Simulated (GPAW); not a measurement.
Here is a GPAW 26.7.0 calculation.

File run.py:

```python
import numpy as np
from ase.dft.bandgap import bandgap
from ase.io import read, write
from ase.units import GPa
from gpaw import GPAW, PW
from gpaw.spinorbit import soc_eigenstates

atoms = read('CdS.xyz')

calc = GPAW(mode=PW(600),
            xc='MGGA_X_MS2+GGA_C_REGTPSS',
            kpts={'size': (5, 5, 3), 'gamma': True},
            occupations={'name': 'fermi-dirac', 'width': 0.05},
            nbands=31,
            convergence={'density': 1e-05, 'energy': 1e-05},
            maxiter=150,
            txt='gpaw.txt')
atoms.calc = calc
energy = atoms.get_potential_energy()
forces = atoms.get_forces()
stress = atoms.get_stress()
calc.write('gs.gpw')
write('result.traj', atoms)
print(f'Energy: {energy:.6f} eV')
print('Forces (eV/A):')
print(forces.round(4))
print('Stress (GPa):', (stress / GPa).round(3))
print('Fermi level:', round(calc.get_fermi_level(), 4), 'eV')
print(f'Gap: {bandgap(calc)[0]:.4f} eV, direct: {bandgap(calc, direct=True)[0]:.4f} eV')

path = atoms.cell.bandpath('GMKGALHA,LM,KH', npoints=80, eps=1e-4)
bs_calc = calc.fixed_density(kpts=path, symmetry='off', nbands=51,
                             convergence={'bands': 'CBM+6.0', 'eigenstates': 1e-6}, txt='bands.txt')
bs = bs_calc.band_structure()
bs.write('bs.json')
print(f'Gap on the path: {bandgap(bs_calc)[0]:.4f} eV')

soc = soc_eigenstates(bs_calc, theta=90, phi=45, ignore_xc_potential=True)
np.savetxt('soc_bands.dat', soc.eigenvalues(), fmt='%.4f')
mesh = soc_eigenstates('gs.gpw', theta=90, phi=45, ignore_xc_potential=True)
np.savetxt('soc_mesh.dat', mesh.eigenvalues(), fmt='%.4f')
print('Fermi level with spin-orbit coupling:', round(mesh.fermi_level, 4), 'eV')
```

File CdS.xyz:

```xyz
4
Lattice="4.1500000000 0.0000000000 0.0000000000 -2.0750000000 3.5940054257 0.0000000000 0.0000000000 0.0000000000 6.7370000000" Properties=species:S:1:pos:R:3 pbc="T T T"
Cd     2.0750000002      1.1980018084      3.3685000000
Cd    -0.0000000002      2.3960036173      0.0000000000
S      2.0750000002      1.1980018084      5.8948750000
S     -0.0000000002      2.3960036173      2.5263750000
```

Potentials or basis: GPAW PAW data sets (gpaw-data 1.2.1), pw.

The run is started by

```console
$ OMP_NUM_THREADS=1 python run.py
```

Question: Predict the band gap on the k mesh.

Answer: 1.50 eV, direct.

Question: What does it give for the band gap along the path?

Answer: 1.50 eV, direct.

Forces on the atoms (eV/Å):
```
Cd   0.000  0.000 -0.070
Cd   0.000  0.000 -0.070
S    0.000  0.000  0.069
S    0.000  0.000  0.068
```

Caveat: spin-orbit coupling was added after a scalar SCF, so levels and gaps hold it while energy, forces, pressure and moments don't; this program's spin-orbit splittings come out too wide for heavy elements; the PAW data sets were made with another functional, which shifts forces and pressure a little.

**The experiment to reproduce.**

“Isotope dependence of band-gap energy”, 2008, arxiv:0807.2152 quotes, for a bulk crystal of CdS: band gap 2.5809 ± 0.0002 eV.

Measured gap of CdS: 2.5809 eV (quoted in “Isotope dependence of band-gap energy”, 2008, arxiv:0807.2152). This calculation gives 1.50 eV (-1.08 eV). The value is that of MS2, without temperature or zero-point motion.
